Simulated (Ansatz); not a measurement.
# ZnS (Wurtzite-2H): levels at named points, part 2 of 2

Aim: the gap, band edges and levels at named points of ZnS (Wurtzite-2H).

Ansatz 0.2.0; DFT PBEsol, scalar-relativistic, plane waves, PAW. Steps at another level of theory say so in their titles or inputs.

### 4 The run at HSE06

input.yaml

```yaml
crystal:
  lattice:
    - [3.7815892047, 0.0, 0.0]
    - [-1.8907946024, 3.274952318, 0.0]
    - [0.0, 0.0, 6.2089530274]
  atoms:
    - { symbol: Zn, position: [0.3333333333, 0.6666666667, 0.0054427925] }
    - { symbol: Zn, position: [0.6666666667, 0.3333333333, 0.5054427925] }
    - { symbol: S, position: [0.3333333333, 0.6666666667, 0.3795572075] }
    - { symbol: S, position: [0.6666666667, 0.3333333333, 0.8795572075] }
basis:
  ecutwfc: 420
kpoints:
  mp_grid: { grid: [6, 6, 4] }
  band_path:
    path:
      - [0.0, 0.0, 0.0]
      - [0.5, 0.0, 0.0]
      - [0.3333333333, 0.3333333333, 0.0]
      - [0.0, 0.0, 0.5]
      - [0.5, 0.0, 0.5]
      - [0.3333333333, 0.3333333333, 0.5]
    npoints: 1
hamiltonian:
  xc: hse06
scf:
  occupations: { method: fixed }
  n_extra_bands: 5
output:
  eigenvalues: true
```

The run is started by

```
$ ansatz run input.yaml --threads 2 --pin off --max-ram 5120MiB --backend cpu --events-out ev --progress --plain --runs-dir out
```

The log of the run:

```text
Warning: RAYON_NUM_THREADS=2 ignored (pool sized by the plan → 2); use --threads N
scf.n_extra_bands = 5 over 18 filled bands (N_el = 36.0): the run solves 23 bands
Engine: ansatz 0.2.0, x86_64-unknown-linux-gnu
Pseudopotentials: kind: paw
Pseudopotential: Zn, paw, valence charge 12, recommended cutoff 420 eV (normal), Zn.paw.azcp
Pseudopotential: S, paw, valence charge 6, recommended cutoff 420 eV (normal), S.paw.azcp
Functional definition: HSE06
  parameter a = 0.25
  parameter omega = 0.11/bohr
  exchange = pbe_x - a*pbe_x_sr(omega) + a*exact_x_sr(omega)
  correlation = pbe_c
davidson cushion auto → on  (no smearing: the cushion is to keep the highest requested band from converging to the state above it; pin scf.eigensolver.cushion to override)
Crystal: 4 atoms, lattice volume = 76.895 Å³
Basis set: ecut = 420 eV, 1521 PW (Γ)
Bands: 23, of which v1, the nominal top of the filled ones, is band 18 counted from 1 (17 counted from 0)
Symmetry: 12 space group operations
Space group: P63mc (ITA 186), of the structure as read, at distance tolerance 4.3e-5 Å
k-points: 21 of 144 (time reversal used)
Non-local potential: Zn, projectors of the file, l = 0: 2, l = 1: 2, l = 2: 3, l = 3: 1
Non-local potential: S, projectors of the file, l = 0: 2, l = 1: 2, l = 2: 2
PAW form: soft (Blöchl's): semilocal exchange-correlation on the pseudo side does not see the compensation charge
PAW frozen core: Zn, regenerated for the run's functional, and the local potential with it (the file was generated under x = pbe(κ = 0.804, μ = 0.2195149727645171), c = pbe(β = 0.06672455060314922))
PAW frozen core: S, regenerated for the run's functional, and the local potential with it (the file was generated under x = pbe(κ = 0.804, μ = 0.2195149727645171), c = pbe(β = 0.06672455060314922))
PAW one-centre angular grid: Zn, 590 points (default); XC on 64 Gauss nodes
PAW one-centre angular grid: S, 110 points (default); XC on 64 Gauss nodes
Initial density: superposition of atomic densities (neutral atoms: chi_scale 0, normalization atom), corrected by the library's trained network
Initial wavefunctions: pseudopotential atomic-orbital guess
Functional: x = pbe(κ = 0.804, μ = 0.2195149727645171), c = pbe(β = 0.06672455060314922), warm-up for x = pbe(κ = 0.804, μ = 0.2195149727645171) + 0.25 (exact − pbe) at short range (hse, ω = 0.20786987370883472 Å⁻¹), c = pbe(β = 0.06672455060314922); HSE06 as pw.x's `hse` composes it (authors' and Libxc's form: `xc: wpbeh`)
SCF iter   1: F=—  HF=-8445.410528 eV  |F-HF|=—  |Δ(HF+E_count)|=         —  Δρ=1.59e-3  dr2=1.69e-3  ethr=1.77e-3  ⟨swp⟩=9.8  Hψ=2645  notcnv=0
preconditioner: auto → none  [insulator: Δε(μ)=2.296 eV  Ē_g=11.204 eV  n_scr=22 (ndim 8)  ℏωp=25.4 eV  f_vac=0.035]
SCF iter   2: F=—  HF=-8445.411376 eV  |F-HF|=—  |Δ(HF+E_count)|=   8.48e-4  Δρ=1.28e-3  dr2=7.36e-4  ethr=4.68e-6  ⟨swp⟩=4.3  Hψ=1981  notcnv=0  defer=2
iter 3 solved again at ethr=4.81e-8 eV; its pass at ethr=2.05e-6 eV (dr2=1.73e-5 eV) is discarded
SCF iter   3: F=-8445.411162 eV  HF=-8445.411084 eV  |F-HF|=7.77e-5  |Δ(HF+E_count)|=   2.92e-4  Δρ=2.08e-4  dr2=1.85e-5  ethr=4.81e-8  ⟨swp⟩=3.4  Hψ=2598  notcnv=0  defer=1
SCF 1 stopped early in 3 iterations: F = -8445.411162 eV  dr2 = 1.85e-5
Initial density: handed on by an earlier stage of this run
Initial wavefunctions: those handed on with the density
Functional: x = pbe(κ = 0.804, μ = 0.2195149727645171) + 0.25 (exact − pbe) at short range (hse, ω = 0.20786987370883472 Å⁻¹), c = pbe(β = 0.06672455060314922); HSE06 as pw.x's `hse` composes it (authors' and Libxc's form: `xc: wpbeh`)
Exchange kernel: α = 0.2500, screened, ω = 0.2079 Å⁻¹, Wigner–Seitz truncation, v(0) = 1046.5660 eV·Å³, q-mesh 6×6×4, nearest image of the exchange supercell L = 22.69 Å, pair-density grid 18×18×30, without the augmentation charges, whose exchange is taken in its separable form by FFT convolution over the k-point mesh (sized by the pseudopotential files, 24×24×45 at the most), smooth part of the exact exchange by density-matrix convolution
Frozen-core exchange: fock
SCF iter   1: F=—  HF=-8446.821455 eV  |F-HF|=—  |Δ(HF+E_count)|=         —  Δρ=2.21e-2  dr2=1.97e-1  ethr=5.14e-7  ⟨swp⟩=8.5  Hψ=3409  notcnv=0
preconditioner: auto → none  [insulator: Δε(μ)=3.505 eV  Ē_g=13.774 eV  n_scr=22 (ndim 8)  ℏωp=25.4 eV  f_vac=0.035]
SCF iter   2: F=—  HF=-8446.766919 eV  |F-HF|=—  |Δ(HF+E_count)|=   5.45e-2  Δρ=3.58e-3  dr2=1.34e-2  ethr=5.14e-7  ⟨swp⟩=6.0  Hψ=2562  notcnv=0
SCF iter   3: F=—  HF=-8446.753577 eV  |F-HF|=—  |Δ(HF+E_count)|=   1.33e-2  Δρ=3.28e-3  dr2=5.60e-3  ethr=5.14e-7  ⟨swp⟩=5.0  Hψ=2238  notcnv=0
SCF iter   4: F=—  HF=-8446.753341 eV  |F-HF|=—  |Δ(HF+E_count)|=   2.36e-4  Δρ=5.25e-4  dr2=2.45e-3  ethr=5.14e-7  ⟨swp⟩=4.0  Hψ=1747  notcnv=0
SCF iter   5: F=—  HF=-8446.773608 eV  |F-HF|=—  |Δ(HF+E_count)|=   2.03e-2  Δρ=2.13e-3  dr2=1.79e-3  ethr=3.87e-7  ⟨swp⟩=5.2  Hψ=2210  notcnv=0
SCF iter   6: F=—  HF=-8446.772943 eV  |F-HF|=—  |Δ(HF+E_count)|=   6.64e-4  Δρ=1.33e-4  dr2=5.11e-5  ethr=3.87e-7  ⟨swp⟩=4.0  Hψ=1782  notcnv=0
SCF iter   7: F=—  HF=-8446.773246 eV  |F-HF|=—  |Δ(HF+E_count)|=   3.03e-4  Δρ=2.69e-4  dr2=3.26e-5  ethr=2.09e-8  ⟨swp⟩=5.1  Hψ=1946  notcnv=0
SCF iter   8: F=-8446.773235 eV  HF=-8446.773235 eV  |F-HF|=4.94e-8  |Δ(HF+E_count)|=   1.13e-5  Δρ=1.41e-5  dr2=1.55e-6  ethr=2.09e-8  ⟨swp⟩=4.0  Hψ=1732  notcnv=0
SCF 2 stopped early in 8 iterations: F = -8446.773235 eV  dr2 = 1.55e-6
hybrid outer 1: dexx = +2.140e-2 eV, tail = 7.65e-5 eV
Exchange kernel: α = 0.2500, screened, ω = 0.2079 Å⁻¹, Wigner–Seitz truncation, v(0) = 1046.5660 eV·Å³, q-mesh 6×6×4, nearest image of the exchange supercell L = 22.69 Å, pair-density grid 18×18×30, without the augmentation charges, whose exchange is taken in its separable form by FFT convolution over the k-point mesh (sized by the pseudopotential files, 24×24×45 at the most), smooth part of the exact exchange by density-matrix convolution
Frozen-core exchange: fock
SCF iter   1: F=—  HF=-8446.772070 eV  |F-HF|=—  |Δ(HF+E_count)|=         —  Δρ=1.05e-4  dr2=5.80e-6  ethr=1.06e-6  ⟨swp⟩=2.8  Hψ=1102  notcnv=0
preconditioner: auto → none  [insulator: Δε(μ)=3.530 eV  Ē_g=13.492 eV  n_scr=22 (ndim 8)  ℏωp=25.4 eV  f_vac=0.037]
iter 2 solved again at ethr=1.36e-10 eV; its pass at ethr=1.33e-8 eV (dr2=4.90e-8 eV) is discarded
SCF iter   2: F=—  HF=-8446.772069 eV  |F-HF|=—  |Δ(HF+E_count)|=   5.59e-7  Δρ=1.29e-5  dr2=7.18e-7  ethr=1.36e-10  ⟨swp⟩=3.0  Hψ=2836  notcnv=0
SCF iter   3: F=—  HF=-8446.772073 eV  |F-HF|=—  |Δ(HF+E_count)|=   4.47e-6  Δρ=1.95e-5  dr2=1.81e-7  ethr=1.35e-10  ⟨swp⟩=5.0  Hψ=2049  notcnv=0
SCF iter   4: F=-8446.772073 eV  HF=-8446.772073 eV  |F-HF|=2.55e-9  |Δ(HF+E_count)|=   8.09e-8  Δρ=2.01e-6  dr2=3.15e-8  ethr=1.35e-10  ⟨swp⟩=4.0  Hψ=1717  notcnv=0
SCF 3 converged in 4 iterations: F = -8446.772073 eV  dr2 = 3.15e-8
hybrid outer 2: dexx = +2.160e-6 eV, tail = 9.25e-8 eV, Δε = 3.34e-3 eV (about 1.30e-4 eV left of the loop's levels)
the search or the solves at the SCF's close seem to have found levels that the self-consistency loop had missed (the run counts 2). By its estimate they hold under 1e-12 electrons; where the run keeps them, the occupations were computed again with them
NSCF: frozen V_eff on 6 k-points
hybrid SCF converged: 2 outer / 12 inner (+3 warm-up), last move |dexx| = 2.16e-6 eV, tail = 9.25e-8 eV
Stability not checked: this state was not tested for a lower state beside it, because the functional holds exact exchange (a hybrid, or Hartree-Fock), whose exchange loop this test does not read (fock_operator; see scf.lower_state_search)
Free energy (F): -8446.772071 eV
Frozen-core exchange: fock
Harris-Foulkes:  -8446.772071 eV  (|F-HF|=2.55e-9)
Internal energy: -8446.772071 eV  (E = F + TS)
E sigma→0 (E₀):  -8446.772071 eV
Fermi energy:    5.413354 eV
--- Per-component energies (eV) ---
  E_band       = -45.126466
  E_kinetic    = 477.124509
  E_local      = -4074.395173  (includes V_loc(G=0)·N_el)
  E_nonlocal   = 1294.286768
  E_hartree    = 1715.328431
  E_xc         = -373.969240
  E_vxc        = -224.380411  (∫ρ·V_xc dr)
  E_exx        = -106.564045  (= α·E_x^exact, valence–valence)
  E_paw        = -4854.166317  (= ΣΔE_a)
  E_vpaw       = -735.291011  (= ΣTr[D̂ρ^β])
  E_aug_tail   = -0.000749  (compensation charges beyond the density's cutoff)
  E_ewald      = -2525.510892
  E_core_change = 1.094637  (= ΣΔE_core)
  E_smearing   = -0.000000  (= −TS)
  E_closure    = -0.000000  (closes the sum)
  Σ components = -8446.772071   (vs F -8446.772071, Δ=0.00e0)
--- Band table (eV; the first three rows and the last of 21) ---
  k-point 0: bands = ["-9.1244", "-8.0850", "-2.5931", "-2.5777", "-2.5777", "-2.4964", "-2.4964", "-2.1649", "-2.1649", "-2.0929", "-2.0929", "-1.8838", "-0.4033", "4.4306", "4.4306", "5.3217", "5.4134", "5.4134", "8.9442", "9.8020", "12.9973", "12.9973", "13.2550"]
  k-point 1: bands = ["-8.9916", "-8.2602", "-2.5813", "-2.5691", "-2.5691", "-2.5118", "-2.5118", "-2.2149", "-2.1517", "-2.1517", "-2.1007", "-2.1007", "0.4927", "4.1840", "4.5638", "4.5638", "5.2574", "5.2574", "9.8366", "9.9688", "12.9388", "13.0858", "13.0858"]
  k-point 2: bands = ["-8.6469", "-8.6469", "-2.5438", "-2.5438", "-2.5438", "-2.5438", "-2.4952", "-2.4952", "-2.1237", "-2.1237", "-2.1237", "-2.1237", "2.2471", "2.2471", "4.8993", "4.8993", "4.8993", "4.8993", "10.3133", "10.3133", "13.4561", "13.4561", "13.4561"]
  k-point 20: bands = ["-7.8110", "-7.8110", "-2.4249", "-2.4249", "-2.4064", "-2.4064", "-2.1938", "-2.1938", "-2.1655", "-2.1655", "-1.7281", "-1.7281", "0.2115", "0.2115", "2.0284", "2.0284", "3.9338", "3.9338", "11.1826", "11.1826", "12.8649", "12.8649", "14.3191"]
```

It took 1.9 min on 2 threads of Intel Xeon at 2.70GHz, shared host; peak memory 2 GiB.

Levels at named points, in eV from the top of the last band filled by count:

```csv
point,band 16,band 17,band 18,band 19,band 20,band 21
Γ,-0.09,0.00,0.00,3.53,4.39,7.58
M,-2.45,-1.86,-0.97,4.77,5.60,6.15
K,-2.57,-2.57,-2.33,5.20,7.50,7.50
A,-0.51,-0.51,-0.51,4.90,4.90,8.04
L,-1.79,-1.77,-1.77,4.68,4.68,6.40
H,-3.38,-1.48,-1.48,5.77,5.77,7.45
```

### 5 The ladder

```csv
level,k mesh,gap (eV),least direct gap (eV),top at,bottom at,CPU time (s)
PBEsol on the hybrid's mesh,6×6×4,2.15,2.15,Γ,Γ,6.2
HSE06,6×6×4,3.53,3.53,Γ,Γ,210
```

Gaps are by band count over the mesh and the named points; a gap of 0 means that the bands overlap or touch.

### 6 Results

What follows sums up all 2 parts.

| quantity | value |
| --- | --- |
| gap, HSE06 | 3.53 eV, direct |

At HSE06 the gap is 3.53 eV, from Γ to Γ. A measured gap of ZnS is 3.911 eV (direct; 4 K; a printed reference work, monograph); the calculated 3.53 eV misses it by -0.38 eV. That is HSE06, the nearest rung, at the geometry relaxed with PBEsol, without temperature or excitons.
